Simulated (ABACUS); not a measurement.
Al2Au: relaxation of the atoms with PBE

Crystal: Al2Au.

```xyz
3
Lattice="0.0450 3.0450 3.0000 3.0450 0.0450 3.0000 3.0900 3.0900 0.0000" Properties=species:S:1:pos:R:3 pbc="T T T"
Au    0.0000    0.0000    0.0000
Al    4.6350    4.6350    4.5000
Al    1.5450    1.5450    1.5000
```

The cell isn't the ideal one: cell strained by +0.03 along c.

```yaml
Program: ABACUS 3.10.1
Task: relaxation of the atoms
Functional: PBE
Potentials_or_basis: PseudoDojo NC SR 0.4.1 PBE standard
Cutoff: 1034 eV
Density_cutoff: 4136 eV
Basis: plane waves
k_mesh: 6 × 6 × 6
Occupations: fermi-dirac, width 0.05 eV
Spin: no spin polarisation
Radial_cutoff_of_the_potentials_pseudo_rcut: 7 bohr
Max_steps_of_the_relaxation: 60
Force_threshold: 0.005 eV/Å
Optimiser: cg
SCF_threshold_on_the_density: 1e-08
Max_SCF_steps: 100
Eigensolver: dav
Mixing: broyden
Mixing_share: 0.7
Symmetry_key: 1
Bands: 17
```

The energy gained by relaxing is 1.4 meV/atom, the ionic steps are 3 and the pressure after relaxing is 0.0 GPa. The band gap on the k mesh is none (metal or under the smearing width).

Forces in eV/Å, atoms in the order of the input:
```
Au   0.000  0.000  0.000
Al   0.000  0.000 -0.003
Al   0.000  0.000  0.003
```

Stress tensor (GPa, compression positive):
```
-0.41 -1.86  0.00
-1.86 -0.41  0.00
 0.00  0.00  0.91
```

Step by step:
| step | energy change (eV) | largest force (eV/Å) | pressure (GPa) |
| --- | --- | --- | --- |
| 1 | 0.0000 | 0.1658 | 0.12 |
| 2 | -0.0023 | 0.1101 | 0.07 |
| 3 | -0.0041 | 0.0030 | 0.03 |

Final structure:
```
Au Al
1.0
     0.04500    3.04500    3.00000
     3.04500    0.04500    3.00000
     3.09000    3.09000    0.00000
Au Al
1 2
Direct
  0.00000 0.00000 0.00000
  0.75411 0.75411 0.74589
  0.24589 0.24589 0.25411
```

Levels at points of the mesh, in eV from the Fermi level:
| k point | band 9 | band 10 | band 11 | band 12 | band 13 | band 14 | band 15 |
| --- | --- | --- | --- | --- | --- | --- | --- |
| (0.00, 0.00, 0.00) | -5.45 | -5.42 | 2.03 | 2.75 | 3.15 | 3.20 | 3.65 |
| (0.50, 0.00, 0.00) | -5.32 | -5.30 | -5.26 | 0.22 | 0.52 | 3.14 | 3.18 |
| (0.50, 0.50, 0.00) | -5.55 | -5.15 | -4.81 | -2.23 | -1.85 | 0.97 | 2.17 |
| (0.50, 0.50, 0.50) | -5.38 | -5.32 | -5.24 | 0.43 | 0.55 | 3.41 | 3.56 |
| (0.50, 0.00, 0.50) | -5.57 | -5.14 | -4.87 | -2.01 | -1.91 | 1.23 | 2.17 |

Wall time 26 s on 4 MPI ranks on Intel(R) Xeon(R) 6975P-C (Granite Rapids) (shared host), peak memory 0.44 GiB a rank.

The run has no spin-orbit coupling, so splittings on Au are missing.
